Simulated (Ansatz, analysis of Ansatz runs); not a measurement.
# Migration in LaOF (R-3m): H transfer from O to F, charge +1, part 2 of 2

Wanted: path and barrier of a jump of H in LaOF (R-3m) at charge +1. The case: H transfer from O to F, in a cell of 36 host atoms with 1 H put in.

Ansatz 0.2.0; plane-wave PAW DFT, PBEsol; relaxation of all atoms of a defect supercell at fixed charge in a uniform background.

So far: Starting point; Relaxation of the start point, charge +1.

## 3. Relaxation of the end point, charge +1

The end point is relaxed in the same cell and settings, so that the two energies compare. Atoms more than 3.2 Å from the middle of the hop start where the first relaxation left them, the nearer ones on or close to their ideal places, with small random displacements.

Contents of qp1.end/input.yaml:

```yaml
crystal:
  lattice:
    - [-4.01323028, 6.95111875, 0.0]
    - [-12.03969085, 0.0, 0.0]
    - [-2.00661514, 1.15851979, 6.68937332]
  atoms:
    - { symbol: La, position: [0.13091556, 0.08471957, 0.22543835] }
    - { symbol: La, position: [0.36970099, 0.24743661, 0.77533612] }
    - { symbol: O, position: [0.1884472, 0.12563147, 0.86931681] }
[... 5 atom lines left out ...]
    - { symbol: O, position: [0.1884472, 0.4589648, 0.86931681] }
[... 1 atom line left out ...]
    - { symbol: F, position: [0.06449263, 0.37632842, 0.6130442] }
[... 8 atom lines left out ...]
    - { symbol: La, position: [0.87087889, 0.2472526, 0.77472663] }
[... 1 atom line left out ...]
    - { symbol: O, position: [0.81001044, 0.21213871, 0.12627055] }
[... 1 atom line left out ...]
    - { symbol: F, position: [0.93550737, 0.29033824, 0.3869558] }
[... 1 atom line left out ...]
    - { symbol: La, position: [0.87087889, 0.58058593, 0.77472663] }
    - { symbol: O, position: [0.6884472, 0.4589648, 0.86931681] }
[... 1 atom line left out ...]
    - { symbol: F, position: [0.56449263, 0.37632842, 0.6130442] }
    - { symbol: F, position: [0.93550737, 0.62367158, 0.3869558] }
[... 4 atom lines left out ...]
    - { symbol: F, position: [0.56449263, 0.70966176, 0.6130442] }
[... 1 atom line left out ...]
    - { symbol: H, position: [0.937634, 0.404371, 0.698508] }
total_charge: 1
basis:
  ecutwfc: 420
  xc_grid: 2
hamiltonian:
  xc: pbesol
kpoints:
  mp_grid: { grid: [1, 1, 1], shift: [0.25, 0.25, 0.25] }
scf:
  occupations: { method: fixed }
  max_iter: 100
output:
  forces: true
relax:
  f_tol: 0.02
  max_steps: 70
  random_displacement: { amplitude: 0.01, seed: 4400 }
```

Run with:

```
$ ansatz run input.yaml --threads 4 --pin off --max-ram 7536MiB --backend cpu --events-out ev --progress --plain --runs-dir out
```

Numbers of over 12 decimals in the logs are rounded to 6 here.

The program printed:

```text
[...]
Crystal: 37 atoms, lattice volume = 559.829 Å³
Basis set: ecut = 420 eV, 10937 PW (Γ), exchange–correlation on 108×162×96 points (8 copies of the dense FFT grid, shifted against one another)
Bands: 181, of which v1, the nominal top of the filled ones, is band 144 counted from 1 (143 counted from 0)
Symmetry: 1 space group operations
k-points: 1
[...]
SCF iter   1: F=—  HF=-90368.951638 eV  |F-HF|=—  |Δ(HF+E_count)|=         —  Δρ=9.32e-3  dr2=5.38e-1  ethr=1.77e-3  ⟨swp⟩=6.0  Hψ=637  notcnv=0  defer=35
[...]
SCF iter   7: F=-90368.839495 eV  HF=-90368.839490 eV  |F-HF|=4.81e-6  |Δ(HF+E_count)|=   1.37e-5  Δρ=3.94e-5  dr2=7.88e-6  ethr=3.47e-9  ⟨swp⟩=5.0  Hψ=744  notcnv=0
SCF 1 converged in 7 iterations: F = -90368.839495 eV  dr2 = 7.88e-6
[...]
- { symbol: La, position: [0.632947, 0.084235, 0.228751] }
    - { symbol: La, position: [0.890074, 0.228749, 0.775110] }
    - { symbol: O, position: [0.692703, 0.123404, 0.870003] }
    - { symbol: O, position: [0.815287, 0.210591, 0.126841] }
    - { symbol: F, position: [0.568327, 0.041957, 0.614306] }
    - { symbol: F, position: [0.941380, 0.287099, 0.390360] }
    - { symbol: La, position: [0.632840, 0.415988, 0.236021] }
    - { symbol: La, position: [0.884187, 0.586110, 0.775107] }
    - { symbol: O, position: [0.698195, 0.458859, 0.842168] }
    - { symbol: O, position: [0.814311, 0.536803, 0.128697] }
    - { symbol: F, position: [0.574026, 0.376803, 0.610581] }
    - { symbol: F, position: [0.943065, 0.620753, 0.386941] }
    - { symbol: La, position: [0.633482, 0.751190, 0.228649] }
    - { symbol: La, position: [0.871196, 0.915045, 0.776138] }
    - { symbol: O, position: [0.695885, 0.790311, 0.871432] }
    - { symbol: O, position: [0.815283, 0.873625, 0.132874] }
    - { symbol: F, position: [0.573890, 0.702549, 0.617048] }
    - { symbol: F, position: [0.939749, 0.957587, 0.385235] }
    - { symbol: H, position: [0.724298, 0.473074, 0.695632] }
[key lines of the parts left out:]
SCF converged after 3 iterations
Free energy (F): -90372.072390 eV
Fermi energy:    8.396497 eV
```

Run time: 24 s. Hardware: 4 threads of AMD EPYC 9R45, shared host; peak memory 0.96 GiB; 85 s of CPU time.

The steps of the relaxation:

```csv
step,energy less that of the first step (eV),largest force component (eV/Å)
1,0.0000,3.6665
2,-1.3754,1.4488
3,-1.9733,2.0791
4,-2.3027,2.3168
5,-2.7598,1.4591
6,-2.9829,1.5054
7,-2.9790,2.5944
8,-3.0990,0.4315
9,-3.1249,0.2678
10,-3.1541,0.2607
11,-3.1766,0.4999
12,-3.1882,1.3963
13,-3.2307,0.2241
14,-3.2329,0.0135
15,-3.2329,0.0136
```

Relaxation step 7 was tried and not accepted.

The atoms that moved most (Å, from the sites as typed, ahead of the random displacement):

```csv
atom,dx,dy,dz,length
H37,0.035,-1.488,-0.019,1.489
La20,0.145,0.132,0.003,0.196
O27,0.017,0.035,-0.181,0.185
La26,-0.120,0.091,0.003,0.151
F35,0.040,0.068,0.027,0.084
F29,-0.039,0.062,-0.016,0.075
O3,0.029,0.062,0.005,0.068
F30,0.005,0.051,0.000,0.051
```

The relaxed structure:

```xyz
37
Lattice="-4.0132 6.9511 0.0000 -12.0397 0.0000 0.0000 -2.0066 1.1585 6.6894" Properties=species:S:1:pos:R:3 pbc="T T T"
La   -2.0020    1.2084    1.5121
La   -6.0228    3.5060    5.1906
O    -3.9849    2.3806    5.8195
O    -4.0272    2.3489    0.8759
F    -1.9728    1.2232    4.1039
F    -6.0371    3.5033    2.6154
La   -6.0135    1.2029    1.5308
La  -10.0594    3.3703    5.1838
O    -8.0548    2.3396    5.8200
O    -8.0337    2.4063    0.8481
F    -6.0151    1.1502    4.1314
F   -10.0301    3.5042    2.6154
La  -10.0488    1.1882    1.5011
La  -14.0327    3.5427    5.1853
O   -12.0407    2.3253    5.8208
O   -12.0341    2.3684    0.8766
F   -10.0661    1.1666    4.0907
F   -14.0407    3.5147    2.5983
La   -4.0133    4.6647    1.5302
La   -7.8815    7.0850    5.1850
O    -6.0115    5.8230    5.8198
O    -6.0619    5.8141    0.8485
F    -4.0187    4.6622    4.1093
F    -8.0179    6.9959    2.6113
La   -8.0217    4.6724    1.5788
La  -12.1604    7.0441    5.1850
O   -10.0164    5.8289    5.6336
O    -9.9892    5.8095    0.8609
F    -8.0655    4.6975    4.0844
F   -12.0349    7.0036    2.5884
La  -12.0452    4.6683    1.5295
La  -16.0706    6.9550    5.1919
O   -14.0565    5.8468    5.8293
O   -14.0567    5.8211    0.8888
F   -11.9998    4.7040    4.1277
F   -16.0735    6.9786    2.5770
H    -9.9983    5.8406    4.6533
```

Neighbours of H37 at the end:

```csv
atom,distance (Å)
O27,0.980
F29,2.316
F11,2.320
F35,2.361
La20,2.512
La8,2.527
La26,2.531
F24,3.070
F12,3.100
F30,3.125
```

Among the atoms that came to bonding distance: O27–H37 0.98 Å (from 1.91).

Read from the output:

```
free energy                                                                                       : -90372.0724 eV
r.m.s. move of the farther half of the atoms                                                      : 0.02842 Å
largest move from the ideal geometry of this structure, a common shift of the far atoms taken out : 1.526 Å
```

The relaxation gained 3.233 eV and ended with a largest force component of 0.014 eV/Å. The end lies within 1 meV of the start.

## 4. No path, charge +1

Analysis of the runs above: comparison of two relaxed ends, PBEsol.

It gives:

```
outcome            : both ends relax to one structure
largest difference : 0.003879 Å
energy difference  : 1.31e-4 eV
```

## 5. Outcome

```json
{
 "outcome": "both ends relax to one structure"
}
```

Start and end relaxed into one structure, so no band was run. The largest move in the relaxations was 1.5 Å. This doesn't show that a second stable place is lacking: the end was set up from the relaxed start, and an atom can slide across on the way. What this leaves open: one k-point off the zone centre stands for the whole zone; periodic copies of the defect are only 7.1 Å apart; spin–orbit coupling, which can matter with heavy atoms, is left out.

[Logs are printed without paths, hosts, clocks, repeated set-up lines and the standing remarks that a program may print on its own settings, such as how far it seeks lower states.]

[Hosts, paths, dates, database ids (printed as entryN), source tags and the programs' standing remarks are cut or masked in the printed files.]
